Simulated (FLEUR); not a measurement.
Crystal: Co.

```
Co
1.0
     2.48736    0.00000    0.00000
    -1.24368    2.15412    0.00000
     0.00000    0.00000    4.06329
Co
2
Direct
  0.33333 0.66667 0.74014
  0.66667 0.33333 0.25986
```

Base run:

```yaml
Program: FLEUR MaX-R8.1 (later development tree)
Functional: LDA
Potentials_or_basis: all-electron
Basis: FLAPW
Kmax: 4.67 1/bohr
k_mesh: 12 × 12 × 7
Occupations: fermi-dirac, width 0.05 eV
Spin: collinear spin, ferromagnetic start
Starting_moments: "[2.0, 2.0] μB"
```

Its results: net moment 3.17 μB per cell; site moments Co +1.64 μB.

Task: After a change of settings the same cell gave: net moment 3.34 μB per cell; site moments Co +1.75 μB. Which change was it?
A. functional from LDA to TPSS
B. functional from LDA to SCAN
C. functional from LDA to r2SCAN

Result: A.

Caveats: the meta-GGA is that of a development version, with a GGA for the radial functions and cores and without core tails (some runs).

Not every run made on this cell is shown here.
